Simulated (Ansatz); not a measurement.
Relaxation of a periodic cell of 63 atoms, Si$_{62}$C (host Si, host structure diamond, dopant C, one Si atom removed), cell charge -1, to a largest force component of 0.03 eV/Å in at most 60 steps.

Theory: Ansatz 0.2.0, DFT PBEsol, scalar-relativistic, plane waves, PAW. Settings: PAW set soft_1, cutoff 420 eV, k mesh 1x1x1, fermi-dirac smearing 0.05 eV, spin collinear.

```xyz
63
Lattice="10.8600 0.0000 0.0000 0.0000 10.8600 0.0000 0.0000 0.0000 10.8600" Properties=species:S:1:pos:R:3
Si 5.391 -0.001 0.006
Si 6.811 1.344 1.349
Si 8.170 2.718 0.000
Si 9.512 4.074 1.423
Si 8.152 0.035 2.736
Si 9.514 1.342 4.075
C 0.020 0.038 -0.021
Si 1.318 1.350 1.376
Si 2.709 2.742 0.029
Si 4.075 4.103 1.354
Si 5.477 5.414 -0.014
Si 6.830 6.829 1.393
Si 8.171 8.131 -0.021
Si 9.500 9.512 1.328
Si 2.767 0.026 2.679
Si 4.003 1.394 4.101
Si 5.459 2.763 2.688
Si 6.810 4.024 4.011
Si 8.117 5.464 2.723
Si 9.532 6.819 4.071
Si 5.412 0.045 5.459
Si 6.825 1.332 6.789
Si 8.137 2.711 5.419
Si 9.474 4.052 6.792
Si 8.157 -0.011 8.154
Si 9.509 1.391 9.533
Si -0.020 5.391 0.017
Si 1.375 6.816 1.365
Si 2.730 8.152 0.004
Si 4.088 9.525 1.369
Si -0.002 2.701 2.732
Si 1.349 4.033 4.051
Si 2.691 5.422 2.741
Si 4.094 6.776 4.014
Si 5.453 8.121 2.715
Si 6.760 9.468 4.076
Si -0.041 0.006 5.416
Si 1.312 1.362 6.767
Si 2.752 2.674 5.464
Si 4.125 4.098 6.762
Si 5.418 5.414 5.391
Si 6.783 6.789 6.768
Si 8.059 8.210 5.425
Si 9.496 9.514 6.813
Si 2.699 0.012 8.146
Si 4.060 1.324 9.524
Si 5.439 2.708 8.129
Si 6.775 4.054 9.520
Si 8.122 5.458 8.157
Si 9.516 6.762 9.475
Si -0.012 8.128 2.695
Si 1.315 9.480 4.006
Si -0.016 5.396 5.419
Si 1.380 6.743 6.728
Si 2.752 8.140 5.423
Si 4.020 9.513 6.761
Si 0.003 2.721 8.104
Si 1.377 4.034 9.513
Si 2.700 5.478 8.129
Si 4.076 6.795 9.512
Si 5.335 8.170 8.144
Si 6.757 9.506 9.505
Si 0.054 8.180 8.135
```

**Question.** Where does it end, and by what steps?

**Answer.** The forces met the threshold. The force dipped under the threshold on the way, but the program's further checks kept it going. Limits of this set-up: coarse k mesh, PAW files made for another functional, charged cell in a uniform background, uncorrected. After 17 steps the energy has fallen by 3.569 eV; C7 moved furthest, 0.68 Å.

```json
{"step": "0", "energy less start (eV)": "0.0000", "largest force component (eV/Å)": "1.716", "accepted": "yes"}
{"step": "1", "energy less start (eV)": "-2.1134", "largest force component (eV/Å)": "1.320", "accepted": "yes"}
{"step": "2", "energy less start (eV)": "-3.2196", "largest force component (eV/Å)": "0.583", "accepted": "yes"}
{"step": "3", "energy less start (eV)": "-3.4289", "largest force component (eV/Å)": "0.444", "accepted": "yes"}
{"step": "4", "energy less start (eV)": "-3.5116", "largest force component (eV/Å)": "0.101", "accepted": "yes"}
{"step": "5", "energy less start (eV)": "-3.5286", "largest force component (eV/Å)": "0.050", "accepted": "yes"}
{"step": "6", "energy less start (eV)": "-3.5317", "largest force component (eV/Å)": "0.032", "accepted": "yes"}
{"step": "7", "energy less start (eV)": "-3.5327", "largest force component (eV/Å)": "0.008", "accepted": "yes"}
{"step": "8", "energy less start (eV)": "-3.5328", "largest force component (eV/Å)": "0.005", "accepted": "yes"}
{"step": "9", "energy less start (eV)": "-3.5328", "largest force component (eV/Å)": "0.007", "accepted": "yes"}
{"step": "10", "energy less start (eV)": "-3.5331", "largest force component (eV/Å)": "0.015", "accepted": "yes"}
{"step": "11", "energy less start (eV)": "-3.5398", "largest force component (eV/Å)": "0.129", "accepted": "yes"}
{"step": "12", "energy less start (eV)": "-3.5323", "largest force component (eV/Å)": "0.179", "accepted": "no"}
{"step": "13", "energy less start (eV)": "-3.5550", "largest force component (eV/Å)": "0.082", "accepted": "yes"}
{"step": "14", "energy less start (eV)": "-3.5641", "largest force component (eV/Å)": "0.078", "accepted": "yes"}
{"step": "15", "energy less start (eV)": "-3.5552", "largest force component (eV/Å)": "0.283", "accepted": "no"}
{"step": "16", "energy less start (eV)": "-3.5683", "largest force component (eV/Å)": "0.038", "accepted": "yes"}
{"step": "17", "energy less start (eV)": "-3.5687", "largest force component (eV/Å)": "0.019", "accepted": "yes"}
```

```xyz
63
Lattice="10.8600 0.0000 0.0000 0.0000 10.8600 0.0000 0.0000 0.0000 10.8600" Properties=species:S:1:pos:R:3
Si 5.374 -0.004 -0.029
Si 6.743 1.376 1.338
Si 8.155 2.707 0.009
Si 9.484 4.119 1.339
Si 8.108 0.014 2.693
Si 9.453 1.407 4.022
C -0.395 0.394 0.385
Si 1.052 1.238 1.225
Si 2.597 2.581 -0.033
Si 4.005 3.998 1.297
Si 5.431 5.430 0.021
Si 6.862 6.856 1.298
Si 8.281 8.262 -0.033
Si 9.622 9.806 1.226
Si 2.598 0.002 2.617
Si 4.018 1.327 4.010
Si 5.400 2.723 2.703
Si 6.782 4.078 4.072
Si 8.137 5.461 2.704
Si 9.534 6.843 4.010
Si 5.402 0.020 5.459
Si 6.824 1.336 6.844
Si 8.139 2.723 5.454
Si 9.525 4.037 6.846
Si 8.232 -0.008 8.240
Si 9.634 1.226 9.774
Si 0.004 5.487 -0.029
Si 1.365 6.813 1.353
Si 2.842 8.020 0.032
Si 4.048 9.496 1.354
Si -0.013 2.753 2.693
Si 1.347 4.059 4.121
Si 2.706 5.373 2.692
Si 4.120 6.740 3.977
Si 5.487 8.155 2.693
Si 6.801 9.515 4.121
Si -0.039 0.040 5.386
Si 1.330 1.280 6.829
Si 2.716 2.648 5.458
Si 4.083 4.023 6.780
Si 5.437 5.424 5.435
Si 6.838 6.777 6.779
Si 8.213 8.145 5.457
Si 9.580 9.532 6.829
Si 2.425 -0.381 8.148
Si 3.880 1.170 9.435
Si 5.383 2.638 8.169
Si 6.789 4.071 9.516
Si 8.221 5.478 8.169
Si 9.692 6.980 9.434
Si 0.000 8.262 2.617
Si 1.351 9.509 4.065
Si -0.019 5.458 5.457
Si 1.417 6.828 6.762
Si 2.766 8.095 5.324
Si 4.032 9.443 6.762
Si 0.010 2.628 8.240
Si 1.356 4.077 9.501
Si 2.720 5.397 8.109
Si 4.111 6.749 9.430
Si 5.464 8.140 8.109
Si 6.784 9.505 9.502
Si 0.380 8.436 8.146
```

Whether the end is a true minimum wasn't checked by a vibrational analysis.

Time of the run: 3.5 min on 4 threads of Arm Neoverse V1, with other jobs on the host, peak memory 1.6 GiB.
